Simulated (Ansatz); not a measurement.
Crystal: MnO2.

```
CELL_PARAMETERS angstrom
2.85496 0.00000 0.00000
-1.42748 2.47246 0.00000
0.00000 0.00000 10.22174
ATOMIC_POSITIONS crystal
Mn 0.00000 0.00000 0.50000
Mn 0.00000 0.00000 0.00000
O 0.66667 0.33333 0.40686
O 0.66667 0.33333 0.09314
O 0.33333 0.66667 0.59314
O 0.33333 0.66667 0.90686
```

Measurements of this composition are mostly on another form, of space group No. 136.

Base run:

| Item | Value |
| --- | --- |
| Program | Ansatz 0.2.0 |
| Functional | PBEsol |
| Potentials or basis | Ansatz PAW |
| Cutoff | 420 eV (not typed: the program's choice for these potentials) |
| k mesh | 9 × 9 × 3 |
| Occupations | fermi-dirac, width 0.05 eV |
| Spin | collinear spin, ferromagnetic start |
| Starting moments | [2.0, 2.0, 0.0, 0.0, 0.0, 0.0] μB |
| Fixed moment | 4 μB |

Its results: pressure -6.9 GPa; site moments Mn +1.70; O +0.01 μB; largest force 0.540 eV/Å.

**Question.** After a change of settings the same cell gave: pressure 45.9 GPa; site moments Mn +3.46; O +0.83 μB; largest force 2.633 eV/Å. Which change was it?
A. fixed moment from 4 μB to 6 μB; moments at the start from [2.0, 2.0, 0.0, 0.0, 0.0, 0.0] to [3.0, 3.0, 0.0, 0.0, 0.0, 0.0]
B. fixed moment from 4 μB to 8 μB; moments at the start from [2.0, 2.0, 0.0, 0.0, 0.0, 0.0] to [4.0, 4.0, 0.0, 0.0, 0.0, 0.0]
C. fixed moment from 4 μB to 16 μB; moments at the start from [2.0, 2.0, 0.0, 0.0, 0.0, 0.0] to [8.0, 8.0, 0.0, 0.0, 0.0, 0.0]
D. fixed moment from 4 μB to 12 μB; moments at the start from [2.0, 2.0, 0.0, 0.0, 0.0, 0.0] to [6.0, 6.0, 0.0, 0.0, 0.0, 0.0]

**Answer.** D.

Caveats: the total moment is fixed, so each spin has its own Fermi level; only a ferromagnetic start was run, and an antiferromagnetic order may lie lower in energy; the PAW data sets come from PBE, with cores solved anew for the run's functional, which leaves a small shift of forces and pressure; the thresholds are loose for stress; a pressure of tens of GPa on the cell as given is suspect, and the run, the potentials or the cell itself is likely at fault (some runs); forces of over 1 eV/Å show positions far from the minimum, so gaps and moduli don't describe the material at rest (some runs).
